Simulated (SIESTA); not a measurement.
Runs of SIESTA 5.4.2 on TaSi2. It takes space group P6_222 (No. 180, hexagonal). Conventional cell: a = 4.780 Å, b = 4.780 Å, c = 6.564 Å, α = 90.00°, β = 90.00°, γ = 120.00°. Around Ta (site symmetry 222) lie 10 Si at 2.59 to 2.76 Å. Si (site symmetry 2) is surrounded by 5 Si at 2.59 to 2.76 Å and 5 Ta at 2.59 to 2.76 Å. 

```tsv
task	level	potentials or basis	cell	gap on the mesh (eV)	pressure (GPa)	largest force (eV/Å)
single point	PBEsol	PseudoDojo 0.4 standard (PBEsol files), DZP (energy shift 0.003 Ry; two zetas on semicore shells)	atoms moved at random, drawn with an rms of 0.05 Å	none	-0.3	1.42
single point	PBE	PseudoDojo 0.4 standard (PBE files), DZP (energy shift 0.003 Ry; two zetas on semicore shells)	as given	none	3.7	0.82
band structure	PBE	PseudoDojo 0.4 standard (PBE files), DZP (energy shift 0.003 Ry; two zetas on semicore shells)	as given	none	3.7	0.82
single point	PBE	PseudoDojo 0.4 standard (PBE files), DZP (energy shift 0.003 Ry; two zetas on semicore shells)	atoms moved at random, drawn with an rms of 0.05 Å	none	4.5	1.46
band structure	PBEsol	PseudoDojo 0.4 standard (PBEsol files), DZP (energy shift 0.003 Ry; two zetas on semicore shells)	as given	none	(a)	0.79
```

Alike in all rows: no spin polarisation; k mesh 7 × 7 × 4; smearing fermi-dirac 0.05 eV; grid cutoff 800 Ry; energy shift 0.003 Ry.

Fill in the values left out.

(a) -1.1.

Caveats: short orbitals over semicore shells can move pressures by several GPa; the cell's inner coordinates are idealised or old, which leaves forces on the atoms; the basis of atomic orbitals isn't converged, which shifts pressures, moduli and gaps; spin-orbit coupling is left out, which moves the levels of the heavy elements (some runs).

A k mesh can miss the band edges, and the runs leave out spin-orbit coupling on Ta.

A gap of «none» marks a metal or a gap under the smearing width.
